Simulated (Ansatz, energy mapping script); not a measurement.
# MnS (Browneite): J from the energies of magnetic orders, part 2 of 2

Aim: the exchange couplings of MnS (Browneite) from the energies of a few collinear orders, and the ordering temperature that they give.

PBE0; plane waves, collinear spin, no spin–orbit coupling.

So far. Step 2 (Run 1 (parallel; cell A, 4 atoms)): The run ends ferromagnetic. Step 3 (Compensated +− start in cell A (4 atoms)): The run ends antiferromagnetic, 133.79 meV a magnetic atom below the parallel order of its cell.

**4. Run 3 (parallel; cell B, 4 atoms)**

A new cell needs its own zero of energy.

This run holds the same structure in another cell (c 5.600 → 6.859 Å, α 90.0 → 73.2°, β 90.0 → 73.2°, γ 90.0 → 60.0°).

The input, input.yaml:

```yaml
crystal:
  lattice:
    - [0.0, -2.8, -2.8]
    - [-2.8, 0.0, -2.8]
    - [2.8, 2.8, -5.6]
  atoms:
    - { symbol: Mn, position: [0.5, 0.5, 0.5], spin: 4.5 }
    - { symbol: Mn, position: [0.0, 0.0, 0.0], spin: 4.5 }
    - { symbol: S, position: [0.125, 0.125, 0.625] }
    - { symbol: S, position: [0.625, 0.625, 0.125] }
magnetization:
  spin_polarized: true
kpoints:
  mp_grid: { grid: [7, 7, 7] }
hamiltonian:
  xc: pbe0
scf:
  occupations: { method: fermi_dirac, width: 0.05 }
output:
  eigenvalues: true
```

Command:

```bash
$ ansatz run input.yaml --threads 4 --pin off --max-ram 8192MiB --backend cpu --events-out ev --progress --plain --runs-dir out
```

Numbers of over 12 decimals in the logs are rounded to 6 here.

Output:

```text
[...]
Crystal: 4 atoms, lattice volume = 87.808 Å³
Basis set: ecut = 420 eV, 1731 PW (Γ)
Bands: 31, of which v1, the nominal top of the filled ones, is band 21 counted from 1 (20 counted from 0)
Symmetry: 12 space group operations
[...]
k-points: 44 of 343 (time reversal used)
[...]
Starting moments: Σ|m| = 9 μB on 2 of 4 sites
[...]
--- Band table (eV; the first three rows and the last of 88) ---
  k-point 0 ↑: bands = [... 17 lower, 1.7154, 1.8047, 1.8047, 2.0561, 5.2837, 5.2837, 6.3924, 6.3924, ... 6 higher]
  k-point 1 ↑: bands = [... 17 lower, 1.7128, 1.7906, 1.7906, 2.2570, 5.3384, 5.3384, 6.0270, 6.3337, ... 6 higher]
  k-point 2 ↑: bands = [... 17 lower, 1.7082, 1.7580, 1.7580, 2.7850, 5.2477, 5.4900, 5.4900, 6.1734, ... 6 higher]
  k-point 43 ↓: bands = [... 17 lower, 9.5044, 10.3047, 10.3663, 10.6961, 10.8250, 11.6476, 11.7080, 11.7404, ... 6 higher]
[key lines of the parts left out:]
Magnetization: 10.0000 μB (26.0000 up, 16.0000 down)
Free energy (F): -9606.472928 eV
Fermi energy:    7.607549 eV
```

Elapsed: 2.7 min, on 4 threads of Arm Neoverse V2, shared host; peak memory 4.7 GiB.

The run ends ferromagnetic. For each magnetic atom its energy differs from the parallel run of the first cell by -0.09 meV, an error that one common reference would have brought in.

**5. Order 4: compensated +−, cell B of 4 atoms**

This order reverses 6 of the 12 neighbours at 3.96 Å and 6 of the 6 neighbours at 5.60 Å, counted for an average magnetic atom.

input.yaml: that of step 4 with these lines changed.

```diff
@@ -7,3 +7,3 @@
     - { symbol: Mn, position: [0.5, 0.5, 0.5], spin: 4.5 }
-    - { symbol: Mn, position: [0.0, 0.0, 0.0], spin: 4.5 }
+    - { symbol: Mn, position: [0.0, 0.0, 0.0], spin: -4.5 }
     - { symbol: S, position: [0.125, 0.125, 0.625] }
```

Output:

```text
[...]
Crystal: 4 atoms, lattice volume = 87.808 Å³
Basis set: ecut = 420 eV, 1731 PW (Γ)
Bands: 31, of which v1, the nominal top of the filled ones, is band 21 counted from 1 (20 counted from 0)
Symmetry: 6 space group operations
[...]
k-points: 44 of 343 (time reversal used)
[...]
Starting moments: Σ|m| = 9 μB on 2 of 4 sites
[...]
--- Band table (eV; the first three rows and the last of 88) ---
  k-point 0 ↑: bands = [... 17 lower, 3.3981, 4.9001, 5.7401, 5.7401, 9.5353, 10.6268, 10.6268, 11.3011, ... 6 higher]
  k-point 1 ↑: bands = [... 17 lower, 3.3895, 4.7702, 5.7388, 5.7388, 9.7347, 10.6371, 10.6371, 11.3056, ... 6 higher]
  k-point 2 ↑: bands = [... 17 lower, 3.3701, 4.4864, 5.7360, 5.7360, 10.2119, 10.6593, 10.6593, 11.3148, ... 6 higher]
  k-point 43 ↓: bands = [... 17 lower, 2.7342, 3.4962, 3.7550, 4.1205, 9.6630, 10.1523, 10.6806, 11.0647, ... 6 higher]
[key lines of the parts left out:]
Magnetization: 0.0000 μB (21.0000 up, 21.0000 down)
Free energy (F): -9606.678295 eV
Fermi energy:    7.612552 eV
```

Run time: 2 min. Hardware: 4 threads; peak memory 4.6 GiB; 7.5 min of CPU time.

The run ends antiferromagnetic, 102.68 meV a magnetic atom below the parallel order of its cell.

**6. From energies to couplings**

Each energy difference is a sum of couplings weighted by the pairs that the order reverses. A few near shells are fitted to the differences by least squares. Energies are those extrapolated to zero occupation width, not the free energies F.

The orders side by side; each is measured from the parallel order in the same cell and on the same mesh:

| order | atoms | energy (meV a magnetic atom) | moments (μB) | moments kept as typed | opposed neighbours at 3.96, 5.60 Å |
| --- | --- | --- | --- | --- | --- |
| parallel in cell A | 4 | 0.00 | 4.37 | yes | 0, 0 |
| compensated +− in cell A | 4 | -133.79 | 4.29 | yes | 8, 0 |
| parallel in cell B | 4 | 0.00 | 4.37 | yes | 0, 0 |
| compensated +− in cell B | 4 | -102.68 | 4.31 | yes | 6, 6 |

The Heisenberg fit (each pair counts twice, positive J is ferromagnetic):

| pair | distance (Å) | neighbours | J (meV) |
| --- | --- | --- | --- |
| Mn–Mn | 3.96 | 12 | -8.36 |
| Mn–Mn | 5.60 | 6 | -0.195 |

These orders cannot tell some unfitted shells from fitted ones: the value at 3.96 Å holds J(3.96) + 2 J(6.86); other unfitted shells add to the values wholly or in part. No temperature is drawn.

**7. Comparison**

The first set of orders, under PBE+U (4 eV), took 94 s of CPU time summed over its finished orders (seed run apart), these 25 min.

| quantity | this set | first set |
| --- | --- | --- |
| J at 3.96 Å, meV | -8.36 | -6.54 |
| J at 5.60 Å, meV | -0.195 | -0.167 |

The coupling that led in the first set goes from -6.54 to -8.36 meV.

**8. What came out**

```json
{
  "lowest order tried": "compensated +− in cell A",
  "largest fitted value (a combination of shells), Mn–Mn at 3.96 Å": "-8.36 meV"
}
```

Of the orders tried, MnS (Browneite) prefers the order “compensated +− in cell A” under PBE0, with 8 of 12 neighbours at 3.96 Å and 0 of 6 neighbours at 5.60 Å opposed. Orders that were not tried, spirals among them, may lie lower. The coupling at 3.96 Å is 1.3 times that of the first set, at 16 times the CPU time. The largest fitted value is -8.4 meV, at 3.96 Å. It is a combination of shells that these orders cannot split, so neither its size nor its sign can be laid on that pair alone. The orders also reverse pairs at 6.86 Å, which are not fitted, so the fitted values hold their part too. No fitted order reverses the pairs at 7.92 Å, so their coupling is unknown and is set to zero in the model. 2 energy differences fix 2 couplings with none to spare, so the fit tests nothing. In the fitted orders moments change by up to 1.8 % against the parallel run of the same cell, so their size stays put. With a near shell that the orders cannot separate, no temperature is given.

[Logs and program files are shortened in this print: banners, set-up blocks, solver, clock and traceback lines can be left out without a mark of their own.]

[Logs are printed without paths, hosts, clocks, repeated set-up lines and the standing remarks that a program may print on its own settings, such as how far it seeks lower states.]

[Hosts, paths, dates, database ids (printed as entryN), source tags and the programs' standing remarks are cut or masked in the printed files.]

[Where a cell is said to come from a database of computed structures, the database is the Materials Project.]
